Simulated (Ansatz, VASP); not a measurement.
**One calculation of Nb, two programs**

The input INCAR:

```
PREC     = Accurate       # precision mode
ENCUT    = 520            # plane-wave cutoff, eV
EDIFF    = 1E-6           # SCF threshold, eV
ISMEAR   = 0              # smearing method
SIGMA    = 0.15           # smearing width, eV
LREAL    = F              # projectors in reciprocal space
LASPH    = T              # aspherical terms in the spheres
NELM     = 80             # most SCF steps
ALGO     = Normal         # electronic algorithm
ISIF     = 2              # what is computed and relaxed
LWAVE    = F              # write WAVECAR
LCHARG   = T              # write CHGCAR
GGA      = PE             # functional
LELF     = T              # ELF
LVHAR    = T            
NBANDS   = 12             # bands
```

Contents of KPOINTS:

```
regular mesh
0
Gamma
  22 22 22
```

The input POSCAR:

```
Nb
1.0
    0.0000000000      2.1150000000      2.1150000000
    2.1150000000      0.0000000000      2.1150000000
    2.1150000000      2.1150000000      0.0000000000
Nb
1
Direct
    0.0000000000      0.0000000000      0.0000000000
```

Input for Ansatz:

```yaml
crystal:
  lattice:
    - [0.0, 2.115, 2.115]
    - [2.115, 0.0, 2.115]
    - [2.115, 2.115, 0.0]
  atoms:
    - { symbol: Nb, position: [0.0, 0.0, 0.0] }
basis:
  ecutwfc: 420
kpoints:
  mp_grid: { grid: [22, 22, 22] }
hamiltonian:
  xc: pbe
scf:
  occupations: { method: gaussian, width: 0.15 }
output:
  forces: true
  stress: true
  eigenvalues: true
```

This isn't the form of Nb at room conditions, which is bcc.

Alike in both runs: task single point; functional PBE; k mesh 22 × 22 × 22; occupations gaussian, width 0.15 eV; no spin polarisation.

```csv
,VASP,Ansatz
version,VASP 6.6.1,Ansatz 0.2.0
potentials or method,"VASP PAW PBE potentials, release 64 (Nb_sv)","scalar-relativistic, plane waves, PAW"
plane-wave cutoff (eV),520,420
valence electrons in the cell,13,13
```

Ansatz gave:

| Property | Result |
| --- | --- |
| gap on the k mesh at the Fermi level (eV) | none |
| pressure (GPa) | -1.3 |

Question: Which values does VASP return?

Answer: gap on the k mesh at the Fermi level (eV): none; pressure (GPa): -1.6.

A gap of «none» marks a metal or a gap that the smearing closes. With one functional, cell and mesh, what is left measures potentials, basis and numerics.
